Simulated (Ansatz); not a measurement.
# Sn₂S₃: what each run costs

Cell: 20 atoms, space group Pnma, a = 8.878 Å, b = 3.751 Å, c = 14.020 Å, α = 90.00°, β = 90.00°, γ = 90.00°.

All runs are DFT with Ansatz 0.2.0 on 1 thread of Intel Xeon Platinum 8259CL CPU @ 2.50GHz (Skylake/Cascade Lake) (x86_64; 16 cores open to the job, memory cap 3.0 GiB, no GPU), a shared host.

Problem. Rank the runs by wall time, shortest first.
A. single point, PBE, gradients read without the response of the cores, 420 eV, 4×8×3 k-points, smearing 0.05 eV
B. single point at relaxed positions, r2SCAN, gradients read without the response of the cores, 500 eV, 4×8×3 k-points, smearing 0.05 eV
C. relaxation of the ions, PBE, gradients read without the response of the cores, 420 eV, 4×8×3 k-points, smearing 0.05 eV

Solution. A (2.2 min, 1.4 GiB), B (4.9 min, 2.3 GiB), C (8.1 min, 1.6 GiB).
